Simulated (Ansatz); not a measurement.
The parent structure is InCuS2 in the chalcopyrite structure (space group I-42d, No. 122; a = 5.5770 Å, c = 11.2344 Å).

Computed with Ansatz (a first-principles code) PBE, no SOC.

One change was made to it. Results:

```json
[
 {"quantity": "volume per atom", "base": "21.84 Å³", "after": "14.72 Å³"},
 {"quantity": "band gap", "base": "zero", "after": "0.76 eV"}
]
```

Q: Which of these changes matches the shifts?
(A) pressure 60 GPa
(B) pressure −2 GPa
(C) pressure 1.8 GPa
(D) pressure 9 GPa

A: A, pressure 60 GPa. For comparison, the band gap in the other runs: pressure 1.8 GPa gives zero; pressure −2 GPa gives zero; pressure 9 GPa gives 0.24 eV.

From pressure 60 GPa on, the axis ratios lie over 15 % from the base's, so the cell there is far from its starting form. Load acts through the strain it causes; cell and atoms are relaxed under it. Stability against distortions was not tested. Competing high-pressure phases were not computed. All final runs are without spin polarisation. Gaps under 0.05 eV, about the width of the smearing, are given as zero. The zero or small gap of InCuS2 can change with the level of theory.
